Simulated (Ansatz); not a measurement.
An Ansatz input (plane waves, PAW) for BaTe (zincblende structure) that has something wrong with it:

```yaml
crystal:
  lattice:
    - [0.0, 3.9144414212, 3.9144414212]
    - [3.9144414212, 0.0, 3.9144414212]
    - [3.9144414212, 3.9144414212, 0.0]
  atoms:
    - { symbol: Ba, position: [0.0, 0.0, 0.0] }
    - { symbol: Te, position: [0.25, 0.25, 0.25] }
basis:
  ecutwfc: 420
  ecutrho_ratio: 4
kpoints:
  mp_grid: { grid: [1, 1, 1] }
hamiltonian:
  xc: pbe
scf:
  occupations: { method: gaussian, width: 0.05 }
  max_iter: 60
output:
  forces: true
  stress: true
```

Launched as:
```sh
ansatz run input.yaml --threads 2 --pin off --max-ram 2662MiB --backend cpu --events-out ev --progress --plain --runs-dir out
```

What the program printed:

```
SCF iter   1: F=—  HF=-12933.001457 eV  |F-HF|=—  |Δ(HF+E_count)|=         —  Δρ=8.38e-3  dr2=1.66e-1  ethr=1.77e-3  ⟨swp⟩=8.0  Hψ=106  notcnv=0
SCF iter   2: F=—  HF=-12933.008003 eV  |F-HF|=—  |Δ(HF+E_count)|=   6.55e-3  Δρ=3.88e-3  dr2=3.24e-2  ethr=6.39e-4  ⟨swp⟩=3.0  Hψ=31  notcnv=0
SCF iter   3: F=—  HF=-12933.009196 eV  |F-HF|=—  |Δ(HF+E_count)|=   1.19e-3  Δρ=9.65e-4  dr2=2.88e-3  ethr=1.24e-4  ⟨swp⟩=3.0  Hψ=25  notcnv=0
SCF iter   4: F=—  HF=-12933.008403 eV  |F-HF|=—  |Δ(HF+E_count)|=   7.93e-4  Δρ=3.30e-4  dr2=1.23e-4  ethr=1.11e-5  ⟨swp⟩=2.0  Hψ=25  notcnv=0
SCF iter   5: F=—  HF=-12933.008402 eV  |F-HF|=—  |Δ(HF+E_count)|=   1.15e-6  Δρ=7.51e-5  dr2=7.06e-6  ethr=4.74e-7  ⟨swp⟩=3.0  Hψ=30  notcnv=0
SCF iter   6: F=—  HF=-12933.008402 eV  |F-HF|=—  |Δ(HF+E_count)|=   3.05e-7  Δρ=1.17e-5  dr2=1.15e-7  ethr=4.61e-10  ⟨swp⟩=4.0  Hψ=78  notcnv=0
SCF iter   7: F=-12933.008402 eV  HF=-12933.008402 eV  |F-HF|=4.73e-11  |Δ(HF+E_count)|=   1.08e-8  Δρ=2.39e-6  dr2=6.64e-9  ethr=4.43e-10  ⟨swp⟩=3.0  Hψ=68  notcnv=0
```

```
SCF 1 converged in 7 iterations: F = -12933.008402 eV  dr2 = 6.64e-9
SCF converged after 7 iterations
Free energy (F): -12933.008402 eV
E sigma→0 (E₀):  -12933.008402 eV
Fermi energy:    4.234343 eV
--- Forces (eV/Å), atoms counted from 1 ---
  atom   1  Ba     0.00000000     0.00000000     0.00000000
  atom   2  Te     0.00000000     0.00000000     0.00000000
--- Stress (GPa, compression-positive) ---
       -3.819953       0.000000       0.000000
        0.000000      -3.819953       0.000000
        0.000000       0.000000      -3.819953
  P = ⅓ Tr σ = -3.8200 GPa (-38.200 kbar)
```

Task: What is wrong with it?

Result: One k-point for a small cell. Against the sound input: kpoints.mp_grid.grid: [8, 8, 8] → [1, 1, 1] (the cap on iterations is only a precaution).

The run converged all the same, so nothing but a comparison shows the fault. Its energy lies -206 meV/atom from the sound one. Run time: 0.43 s on 2 threads of Arm Neoverse V2, on a shared host, peak memory 0.31 GiB. The run before the change (PBE, 420 eV, 8×8×8 mesh) gave:

```tsv
run	P (GPa)	gap on the mesh (eV)	cell moment (μB)	largest force component (eV/Å)
sound	0.0	2.57	–	0.000
spoiled	-3.8	2.99	–	0.000
```

This is a trial structure: the heavier alkaline earths' oxides and chalcogenides take the rock-salt structure.

Of that run: Kohn–Sham gaps of semilocal functionals lie under measured ones, often by a third or more.
